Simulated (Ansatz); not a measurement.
What spin–orbit coupling does to the bands of Y

```
Y
1.0
     0.00000    2.48500    2.48500
     2.48500    0.00000    2.48500
     2.48500    2.48500    0.00000
Y
1
Direct
  0.00000 0.00000 0.00000
```

The cell is COD entry 1534898, as deposited and not checked against the literature; nothing was relaxed.

Levels of theory: DFT, PBE, all-electron LAPW, scalar-relativistic (Ansatz 0.2.0); DFT, PBE, all-electron LAPW, Dirac equation with spin-orbit coupling (Ansatz 0.2.0).

The runs use a Γ-centred 13×13×13 k mesh, Fermi–Dirac smearing of 0.05 eV, basis error target 1 meV/atom, no spin polarisation.

Levels between -8 and 2 eV, each run counted from its own valence-band top where it has a gap, else its Fermi level. Scalar levels are listed once for both spins; with the coupling every spinor state is counted. Levels near the edges of the range can cross them.

Problem. At Γ (0.000, 0.000, 0.000) the scalar-relativistic levels are -4.79, 1.85 (×3). What are they with spin–orbit coupling?

Solution. -4.79 (×2), 1.84 (×4), 1.89 (×2).

Problem. At U (0.625, 0.250, 0.625) the scalar-relativistic levels are -1.07, -0.51, 1.17. What are they with spin–orbit coupling?

Solution. -1.07 (×2), -0.51 (×2), 1.17 (×2).

Problem. At W (0.500, 0.250, 0.750) the scalar-relativistic levels are -0.82, 0.29 (×2). What are they with spin–orbit coupling?

Solution. -0.82 (×2), 0.25 (×2), 0.32 (×2).
